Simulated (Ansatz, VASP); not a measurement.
## CdS: VASP beside Ansatz

Contents of INCAR:

```
  PREC = Accurate
  ENCUT = 520
  EDIFF = 1E-6
  ISMEAR = -1
  SIGMA = 0.08
  LREAL = F
  LASPH = T
  NELM = 60
  ALGO = Normal
  ISIF = 2
  LWAVE = F
  LCHARG = F
  GGA = PE
  NBANDS = 26
```

The input KPOINTS:

```
regular mesh
0
Gamma
  10 10 6
```

Contents of POSCAR:

```
CdS
1.0
    2.5050775300      0.0000000000      0.0000000000
   -1.2525387650      2.1694607795      0.0000000000
    0.0000000000      0.0000000000      9.0903493106
Cd S
2 2
Direct
    0.3333333333      0.6666666667      0.0590324883
    0.6666666667      0.3333333333      0.5590324883
    0.3333333333      0.6666666667      0.3169675117
    0.6666666667      0.3333333333      0.8169675117
```

Input for Ansatz:

```yaml
crystal:
  lattice:
    - [2.50507753, 0.0, 0.0]
    - [-1.252538765, 2.1694607795, 0.0]
    - [0.0, 0.0, 9.0903493106]
  atoms:
    - { symbol: Cd, position: [0.3333333333, 0.6666666667, 0.0590324883] }
    - { symbol: Cd, position: [0.6666666667, 0.3333333333, 0.5590324883] }
    - { symbol: S, position: [0.3333333333, 0.6666666667, 0.3169675117] }
    - { symbol: S, position: [0.6666666667, 0.3333333333, 0.8169675117] }
kpoints:
  mp_grid: { grid: [10, 10, 6] }
scf:
  occupations: { method: fermi_dirac, width: 0.08 }
hamiltonian:
  xc: pbe
  pseudopotentials: { kind: all_electron, lapw: { basis_error: 0.0005 } }
output:
  forces: true
  stress: true
  eigenvalues: true
  populations: true
```

Alike in both runs: task single point; functional PBE; k mesh 10 × 10 × 6; occupations fermi-dirac, width 0.08 eV; no spin polarisation.

|  | VASP | Ansatz |
| --- | --- | --- |
| version | VASP 6.6.1 | Ansatz 0.2.0 |
| potentials or method | VASP PAW PBE potentials, release 64 (Cd, S) | all-electron LAPW, scalar-relativistic |
| plane-wave cutoff (eV) | 520 | see its input |

|  | VASP | Ansatz | Ansatz less VASP |
| --- | --- | --- | --- |
| rms of the force components (eV/Å) | 0.007 | 0.002 | -0.0047 |

Atom by atom the forces differ by 0.009 eV/Å (rms over components). Ansatz ran all-electron here, so the differences hold the error of VASP's frozen core and of both bases.
